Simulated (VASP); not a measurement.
Wanted: the native input for a VASP 6.6.1 run.

| Quantity | Value |
| --- | --- |
| Task | single point |
| Functional | PBE |
| Potentials or basis | VASP PAW PBE potentials, release 64 (Ni) |
| Cutoff | 520 eV |
| k mesh | 20 × 20 × 20 |
| Occupations | gaussian, width 0.1 eV |
| Spin | no spin polarisation |
| Further INCAR settings | ALGO = Normal; EDIFF = 1e-07; NBANDS = 11 |

The structure of Ni lies in POSCAR:

```
Ni                                      
1.0
   -0.0000000000      1.7379758806      1.7379758806
    1.7379758806      0.0000000000      1.7379758806
    1.7379758806      1.7379758806      0.0000000000
  Ni            
     1
Direct
     0.0000000000000000    0.0000000000000000    0.0000000000000000
```

The cell isn't the ideal one: a relaxed cell with its volume scaled by 0.97.

The input as run:

INCAR

```
PREC = Accurate ; ENCUT = 520
EDIFF = 1E-7 ; ISMEAR = 0
SIGMA = 0.1 ; LREAL = F
LASPH = T ; NELM = 60
ALGO = Normal ; ISIF = 2
LWAVE = F ; LCHARG = F
GGA = PE ; NBANDS = 11
```

KPOINTS

```
Automatic mesh
0
Gamma
  20 20 20
```

Potentials or basis: VASP PAW PBE potentials, release 64 (Ni).

The run is started by

```sh
$ cat potpaw_PBE.64/Ni/POTCAR > POTCAR
$ mpirun -np 1 vasp_std > vasp.out
```

Results of the run:

```json
{"Pressure": "6.6 GPa", "Band gap on the k mesh": "none (metal or under the smearing width)"}
```

Caveat: the run has no spin polarisation, though such a crystal can be magnetic.

It took 31 s on 1 thread of Intel(R) Xeon(R) Platinum 8259CL CPU @ 2.50GHz (Skylake/Cascade Lake), on a shared host, peak memory 0.14 GiB.
